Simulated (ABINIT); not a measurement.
**CdS (Hawleyite): Raman and infrared activity**

Wanted: vibrational spectra of CdS (Hawleyite) from linear and non-linear response.

Calculated with ABINIT 10.8.3; DFT LDA, scalar-relativistic, plane waves, PseudoDojo norm-conserving pseudopotentials.

**1. Starting point**

Symmetry: F-43m, No. 216, cubic system. Conventional cell: a = 5.833 Å, b = 5.833 Å, c = 5.833 Å, α = 90.00°, β = 90.00°, γ = 90.00°. Cd has 4 S at 2.53 Å nearest. Nearest to S lie 4 Cd at 2.53 Å. Farther neighbours and most contacts between anions are not listed.

Structure file:

```cif
data_structure
_symmetry_space_group_name_H-M 'P 1'
_symmetry_Int_Tables_number 1
_cell_length_a 4.1246
_cell_length_b 4.1246
_cell_length_c 4.1246
_cell_angle_alpha 60.000
_cell_angle_beta 60.000
_cell_angle_gamma 60.000
_cell_volume 49.62
loop_
_atom_site_label
_atom_site_type_symbol
_atom_site_fract_x
_atom_site_fract_y
_atom_site_fract_z
_atom_site_occupancy
Cd1 Cd 0.00000 0.00000 0.00000 1
S2 S 0.25000 0.25000 0.25000 1
```

**2. A probe with smearing**

A first run with smearing and empty bands tells whether the crystal has a gap, which decides between fixed occupations and smearing later on.

Input file probe.abi:

```
# ground state
tolvrs 1.0d-08
prtden 1
prtwf 1

# basis, mesh and filling
ecut 47.0
ngkpt 6 6 6
nshiftk 1
shiftk 0.0 0.0 0.0
istwfk *1
occopt 7
tsmear 0.005
nband 20
nstep 100
diemac 9.0
prtebands 0
prtgsr 0

# cell and atoms
acell 3*1.0 Angstrom
rprim 
    -2.9165 0.0 2.9165
    0.0 2.9165 2.9165
    -2.9165 2.9165 0.0
ntypat 2
znucl 48 16
natom 2
typat 1 2
xred 
    0.0 0.0 0.0
    0.25 0.25 0.25
pp_dirpath "./pseudo"
pseudos "Cd.upf, S.upf"
```

Run with:

```sh
$ OMP_NUM_THREADS=1 mpirun -n 8 abinit probe.abi > probe.log
```

Numbers of over 12 decimals in the logs are rounded to 6 here.

probe.abo, the main output file:

```text
[banners, grids, parts of the stress and lines that vanish by symmetry left out]
- input  file    -> probe.abi
- output file    -> probe.abo
- root for input  files -> probei
[...]
Symmetries : space group F-4 3 m (#216); Bravais cF (face-center cubic)
[...]
mpw =        5188          nfft =      125000          nkpt =          16
[...]
== DATASET  1 ==================================================================
[...]
cutoff_energies: {ecut:  47.0, pawecutdg:  -1.0, }
[...]
ETOT  1  -183.70272598709    -1.837E+02 4.047E+00 7.053E+03
 ETOT  2  -184.76845546569    -1.066E+00 4.424E-02 1.445E+04
 ETOT  3  -186.19846309848    -1.430E+00 2.755E-02 1.743E+03
 ETOT  4  -186.31581109441    -1.173E-01 1.292E-02 7.002E+02
 ETOT  5  -186.37228935783    -5.648E-02 4.973E-03 1.471E+02
[...]
ETOT 10  -186.38862933785    -2.664E-08 2.176E-04 6.985E-07
 ETOT 11  -186.38862933799    -1.494E-10 2.434E-04 8.740E-09
 At SCF step   11       vres2   =  8.74E-09 < tolvrs=  1.00E-08 =>converged.
[...]
sigma(1 1)=  9.38578155E-05  sigma(3 2)=  0.00000000E+00
  sigma(2 2)=  9.38578155E-05  sigma(3 1)=  0.00000000E+00
  sigma(3 3)=  9.38578155E-05  sigma(2 1)=  0.00000000E+00
[...]
convergence: {deltae: -1.494E-10, res2:  8.740E-09, residm:  2.434E-04, diffor: null, }
etotal    :  -1.86388629E+02
[...]
sigma(1 1)=  9.38578155E-05  sigma(3 2)=  0.00000000E+00
  sigma(2 2)=  9.38578155E-05  sigma(3 1)=  0.00000000E+00
  sigma(3 3)=  9.38578155E-05  sigma(2 1)=  0.00000000E+00
[...]
- sigma(1 1)=  2.76139227E+00  sigma(3 2)=  0.00000000E+00
- sigma(2 2)=  2.76139227E+00  sigma(3 1)=  0.00000000E+00
- sigma(3 3)=  2.76139227E+00  sigma(2 1)=  0.00000000E+00
[...]
fcart     -0.0000000000E+00 -0.0000000000E+00 -0.0000000000E+00
           strten      9.3857815454E-05  9.3857815454E-05  9.3857815454E-05
================================================================================

[key lines of the parts left out:]
pressure_GPa:  -2.7614E+00
```

Elapsed: 21 s, on 8 MPI ranks of Arm Neoverse N1, shared host; 2.7 min of CPU time.

This step gave:

| Item | Value |
| --- | --- |
| volume per atom | 24.81 Å³ |
| pressure | -2.761 GPa |
| gap on the k-mesh | 0.8602 eV |

A gap of 0.86 eV opens on this mesh, so the crystal is taken as an insulator; the printed pressure holds the stress of the finite basis too.

**3. Relaxation**

The harmonic expansion needs vanishing forces, and a free crystal bears no stress, so cell and atoms are brought to rest. Stress is more sensitive to the basis than forces are: the last 3 Ha under the cutoff are smoothed with ecutsm, and the cutoff is raised above that of the later runs.

Input file relax.abi:

```
# relaxation
ionmov 2
optcell 2
dilatmx 1.08
ntime 40
tolmxf 1.0d-05
tolvrs 1.0d-14
prtwf 0
prtden 0
chksymtnons 0

# basis, mesh and filling
ecut 57.0
ecutsm 3.0
ngkpt 8 8 8
nshiftk 1
shiftk 0.0 0.0 0.0
istwfk *1
occopt 1
nband 13
nstep 100
diemac 9.0
prtebands 0
prtgsr 0

# cell and atoms
acell 3*1.0 Angstrom
rprim 
    -2.9165 0.0 2.9165
    0.0 2.9165 2.9165
    -2.9165 2.9165 0.0
ntypat 2
znucl 48 16
natom 2
typat 1 2
xred 
    0.0 0.0 0.0
    0.25 0.25 0.25
pp_dirpath "./pseudo"
pseudos "Cd.upf, S.upf"
```

Run with:

```sh
$ OMP_NUM_THREADS=1 mpirun -n 8 abinit relax.abi > relax.log
```

relax.abo, the main output file:

```text
[banners, grids, parts of the stress and lines that vanish by symmetry left out]
- input  file    -> relax.abi
- output file    -> relax.abo
- root for input  files -> relaxi
[...]
Symmetries : space group F-4 3 m (#216); Bravais cF (face-center cubic)
[...]
mpw =        8705          nfft =      216000          nkpt =          29
[...]
== DATASET  1 ==================================================================
[...]
cutoff_energies: {ecut:  57.0, pawecutdg:  -1.0, }
[...]
ETOT  1  -175.25196444751    -1.753E+02 4.720E+00 8.693E+04
 ETOT  2  -177.42416992841    -2.172E+00 3.398E+00 1.669E+05
 ETOT  3  -184.92178131524    -7.498E+00 1.019E+00 2.597E+04
 ETOT  4  -185.89519087801    -9.734E-01 1.327E-01 9.925E+03
 ETOT  5  -186.12436775058    -2.292E-01 2.120E-02 5.009E+03
[...]
At SCF step   43       vres2   =  5.38E-16 < tolvrs=  1.00E-14 =>converged.
[...]
sigma(1 1)=  8.19369848E-05  sigma(3 2)=  0.00000000E+00
  sigma(2 2)=  8.19369848E-05  sigma(3 1)=  0.00000000E+00
  sigma(3 3)=  8.19369848E-05  sigma(2 1)=  0.00000000E+00
[...]
convergence: {deltae: -7.731E-12, res2:  5.376E-16, residm:  1.122E-13, diffor: null, }
etotal    :  -1.86388989E+02
[...]
ETOT  1  -186.38436635255    -1.864E+02 2.270E+00 1.011E+02
[...]
At SCF step   14       vres2   =  7.32E-15 < tolvrs=  1.00E-14 =>converged.
[...]
sigma(1 1)=  6.74559992E-05  sigma(3 2)=  0.00000000E+00
  sigma(2 2)=  6.74559992E-05  sigma(3 1)=  0.00000000E+00
  sigma(3 3)=  6.74559992E-05  sigma(2 1)=  0.00000000E+00
[...]
convergence: {deltae:  2.450E-11, res2:  7.324E-15, residm:  4.278E-15, diffor: null, }
etotal    :  -1.86389174E+02
[...]
ETOT  1  -186.30473453207    -1.863E+02 6.944E-02 1.891E+03
[...]
At SCF step   15       vres2   =  9.43E-15 < tolvrs=  1.00E-14 =>converged.
[...]
sigma(1 1)= -4.38061189E-06  sigma(3 2)=  0.00000000E+00
  sigma(2 2)= -4.38061189E-06  sigma(3 1)=  0.00000000E+00
  sigma(3 3)= -4.38061189E-06  sigma(2 1)=  0.00000000E+00
[...]
convergence: {deltae:  7.446E-12, res2:  9.430E-15, residm:  6.477E-15, diffor: null, }
etotal    :  -1.86389529E+02
[...]
ETOT  1  -186.38916993108    -1.864E+02 8.760E-07 7.517E+00
[...]
At SCF step   13       vres2   =  4.75E-15 < tolvrs=  1.00E-14 =>converged.
[...]
sigma(1 1)=  2.05468648E-07  sigma(3 2)=  0.00000000E+00
  sigma(2 2)=  2.05468648E-07  sigma(3 1)=  0.00000000E+00
  sigma(3 3)=  2.05468648E-07  sigma(2 1)=  0.00000000E+00
[...]
convergence: {deltae:  2.444E-12, res2:  4.752E-15, residm:  1.373E-15, diffor: null, }
etotal    :  -1.86389530E+02
[...]
ETOT  1  -186.38952916521    -1.864E+02 1.909E-09 1.500E-02
[...]
ETOT 10  -186.38952988037     4.150E-12 2.305E-15 2.871E-14
 ETOT 11  -186.38952988037     4.064E-12 1.347E-16 6.954E-16
 At SCF step   11       vres2   =  6.95E-16 < tolvrs=  1.00E-14 =>converged.
[...]
sigma(1 1)=  5.65135917E-10  sigma(3 2)=  0.00000000E+00
  sigma(2 2)=  5.65135919E-10  sigma(3 1)=  0.00000000E+00
  sigma(3 3)=  5.65135919E-10  sigma(2 1)=  0.00000000E+00
[...]
convergence: {deltae:  4.064E-12, res2:  6.954E-16, residm:  1.347E-16, diffor: null, }
etotal    :  -1.86389530E+02
[...]
At Broyd/MD step   5, gradients are converged :
[...]
sigma(1 1)=  5.65135917E-10  sigma(3 2)=  0.00000000E+00
  sigma(2 2)=  5.65135919E-10  sigma(3 1)=  0.00000000E+00
  sigma(3 3)=  5.65135919E-10  sigma(2 1)=  0.00000000E+00
[...]
- sigma(1 1)=  1.66268727E-05  sigma(3 2)=  0.00000000E+00
- sigma(2 2)=  1.66268728E-05  sigma(3 1)=  0.00000000E+00
- sigma(3 3)=  1.66268728E-05  sigma(2 1)=  0.00000000E+00
[...]
fcart     -0.0000000000E+00 -0.0000000000E+00 -0.0000000000E+00
           strten      5.6513591723E-10  5.6513591896E-10  5.6513591896E-10
================================================================================

[key lines of the parts left out:]
pressure_GPa:  -1.6627E-05
Total energy (etotal) [Ha]= -1.86389529880368E+02
```

Wall time 5.5 min (8 MPI ranks).

Relaxation path:

```
step  energy less that of the first step (eV)  largest force (eV/Å)  volume (Å³)
   1                                   0.0000                0.0000        49.62
   2                                  -0.0050                0.0000        49.25
   3                                  -0.0147                0.0000        47.64
   4                                  -0.0147                0.0000        47.73
   5                                  -0.0147                0.0000        47.73
```

```
conventional cell, symmetrised  before  after  change
                         a (Å)   5.833  5.758  -1.3 %
                         b (Å)   5.833  5.758  -1.3 %
                         c (Å)   5.833  5.758  -1.3 %
              volume (Å³/atom)   24.81  23.87  -3.8 %
```

The relaxed structure:

```xyz
2
Lattice="-2.8791 0.0000 2.8791 0.0000 2.8791 2.8791 -2.8791 2.8791 0.0000" Properties=species:S:1:pos:R:3 pbc="T T T"
Cd    0.0000    0.0000    0.0000
S    -1.4395    1.4395    1.4395
```

Read from the output:

```yaml
volume_per_atom: 23.87 Å³
pressure: -1.66e-5 GPa
```

The volume changes by -3.8 % in this run and stands -3.8 % from the first cell.

**4. Self-consistent run for the response**

The response is built on these wavefunctions, so the potential is converged far more tightly than an energy would need. The mesh is shifted off Γ, since shifted meshes converge sums over the zone faster.

Input file gs.abi:

```
# ground state
tolvrs 1.0d-16
prtden 1
prtwf 1

# basis, mesh and filling
ecut 47.0
ngkpt 6 6 6
nshiftk 4
shiftk 
    0.5 0.5 0.5
    0.5 0.0 0.0
    0.0 0.5 0.0
    0.0 0.0 0.5
istwfk *1
occopt 1
nband 13
nstep 100
diemac 9.0
prtebands 0
prtgsr 0

# cell and atoms
acell 3*1.0 Angstrom
rprim 
    -2.879088923 0.0 2.879088923
    0.0 2.879088923 2.879088923
    -2.879088923 2.879088923 0.0
ntypat 2
znucl 48 16
natom 2
typat 1 2
xred 
    0.0 0.0 0.0
    0.25 0.25 0.25
pp_dirpath "./pseudo"
pseudos "Cd.upf, S.upf"
```

Run with:

```sh
$ OMP_NUM_THREADS=1 mpirun -n 8 abinit gs.abi > gs.log
```

gs.abo, the main output file:

```text
[banners, grids, parts of the stress and lines that vanish by symmetry left out]
- input  file    -> gs.abi
- output file    -> gs.abo
- root for input  files -> gsi
[...]
Symmetries : space group F-4 3 m (#216); Bravais cF (face-center cubic)
[...]
mpw =        4975          nfft =      110592          nkpt =          28
[...]
== DATASET  1 ==================================================================
[...]
cutoff_energies: {ecut:  47.0, pawecutdg:  -1.0, }
[...]
ETOT  1  -176.25515267095    -1.763E+02 4.497E+00 4.044E+04
 ETOT  2  -178.19788384631    -1.943E+00 2.748E+00 7.931E+04
 ETOT  3  -185.10623373214    -6.908E+00 1.091E+00 1.200E+04
 ETOT  4  -185.91986656207    -8.136E-01 6.941E-02 4.918E+03
 ETOT  5  -186.15457314898    -2.347E-01 3.386E-03 2.327E+03
[...]
ETOT 36  -186.38929493247     5.400E-13 2.323E-17 7.948E-16
 ETOT 37  -186.38929493246     5.116E-12 7.737E-18 1.884E-17
 At SCF step   37       vres2   =  1.88E-17 < tolvrs=  1.00E-16 =>converged.
[...]
sigma(1 1)=  1.26021775E-05  sigma(3 2)=  0.00000000E+00
  sigma(2 2)=  1.26021775E-05  sigma(3 1)=  0.00000000E+00
  sigma(3 3)=  1.26021775E-05  sigma(2 1)=  0.00000000E+00
[...]
convergence: {deltae:  5.116E-12, res2:  1.884E-17, residm:  7.737E-18, diffor: null, }
etotal    :  -1.86389295E+02
[...]
sigma(1 1)=  1.26021775E-05  sigma(3 2)=  0.00000000E+00
  sigma(2 2)=  1.26021775E-05  sigma(3 1)=  0.00000000E+00
  sigma(3 3)=  1.26021775E-05  sigma(2 1)=  0.00000000E+00
[...]
- sigma(1 1)=  3.70768864E-01  sigma(3 2)=  0.00000000E+00
- sigma(2 2)=  3.70768864E-01  sigma(3 1)=  0.00000000E+00
- sigma(3 3)=  3.70768864E-01  sigma(2 1)=  0.00000000E+00
[...]
fcart     -0.0000000000E+00 -0.0000000000E+00 -0.0000000000E+00
           strten      1.2602177540E-05  1.2602177540E-05  1.2602177540E-05
================================================================================

[key lines of the parts left out:]
pressure_GPa:  -3.7077E-01
```

Run time: 61 s. Hardware: 8 MPI ranks; 8.1 min of CPU time.

This step gave:

* pressure: -0.3708 GPa

The cell stands at -0.37 GPa: the relaxation ran with a smoothed and higher cutoff and on another k mesh.

**5. Empty bands**

Empty bands on the ground state's density check that the gap assumed so far is there in this cell.

Input file gap.abi:

```
# empty bands on the ground state's density
iscf -2
getden_filepath "gso_DEN"
tolwfr 1.0d-12
nbdbuf 2
prtwf 0

# basis, mesh and filling
ecut 47.0
ngkpt 8 8 8
nshiftk 1
shiftk 0.0 0.0 0.0
istwfk *1
occopt 1
nband 17
nstep 100
diemac 9.0
prtebands 0
prtgsr 0

# cell and atoms
acell 3*1.0 Angstrom
rprim 
    -2.879088923 0.0 2.879088923
    0.0 2.879088923 2.879088923
    -2.879088923 2.879088923 0.0
ntypat 2
znucl 48 16
natom 2
typat 1 2
xred 
    0.0 0.0 0.0
    0.25 0.25 0.25
pp_dirpath "./pseudo"
pseudos "Cd.upf, S.upf"
```

Run with:

```sh
$ OMP_NUM_THREADS=1 mpirun -n 8 abinit gap.abi > gap.log
```

gap.abo, the main output file:

```text
[banners, grids, parts of the stress and lines that vanish by symmetry left out]
- input  file    -> gap.abi
- output file    -> gap.abo
- root for input  files -> gapi
[...]
Symmetries : space group F-4 3 m (#216); Bravais cF (face-center cubic)
[...]
mpw =        4988          nfft =      110592          nkpt =          29
[...]
== DATASET  1 ==================================================================
[...]
cutoff_energies: {ecut:  47.0, pawecutdg:  -1.0, }
[...]
-outvars: echo values of variables after computation
            acell      1.8897261259E+00  1.8897261259E+00  1.8897261259E+00 Bohr
================================================================================
```

The job ended after 21 s (8 MPI ranks).

Read from the output:

* gap on the k-mesh: 0.9440 eV

In this cell the gap on the mesh is 0.94 eV, direct, so fixed occupations hold.

(Part 1 of 2 ends here.)

[Host names and launcher messages were left out of these logs when they were recorded.]

[Logs are printed without paths, hosts, clocks, repeated set-up lines and the standing remarks that a program may print on its own settings, such as how far it seeks lower states.]

[Hosts, paths, dates, database ids (printed as entryN), source tags and the programs' standing remarks are cut or masked in the printed files.]
